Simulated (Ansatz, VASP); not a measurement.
Two plane-wave programs on AlN

```
Al N
1.0
     3.06434    0.00000    0.00000
    -1.53217    2.65379    0.00000
     0.00000    0.00000    5.12734
Al N
2 2
Cartesian
  0.0000 1.7692 0.0000
  1.5322 0.8846 2.5637
  0.0000 1.7692 1.9740
  1.5322 0.8846 4.5377
```

Change from the starting cell: strain -0.015 along x and y, +0.030 along z, atoms carried along.

Alike in both runs: task single point; functional PBE; k mesh 12 × 12 × 6; occupations gaussian, width 0.05 eV; no spin polarisation.

```csv
,VASP,Ansatz
version,VASP 6.6.1,Ansatz 0.2.0
potentials or method,"VASP PAW PBE potentials, release 64 (Al, N)","scalar-relativistic, plane waves, PAW"
plane-wave cutoff (eV),520,420
valence electrons in the cell,16,16
```

```tsv
	VASP	Ansatz	Ansatz less VASP
gap on the k mesh at the Fermi level (eV)	4.25	4.24	-0.012
least direct gap on the mesh (eV)	4.25	4.24	-0.012
pressure (GPa)	5.1	5.4	+0.25
largest component of the traceless stress (GPa)	12.67	12.61	-0.058
rms of the force components (eV/Å)	0.346	0.345	-0.0011
```

Atom by atom the forces differ by 0.001 eV/Å (rms over components).

A k mesh can miss the band edges.
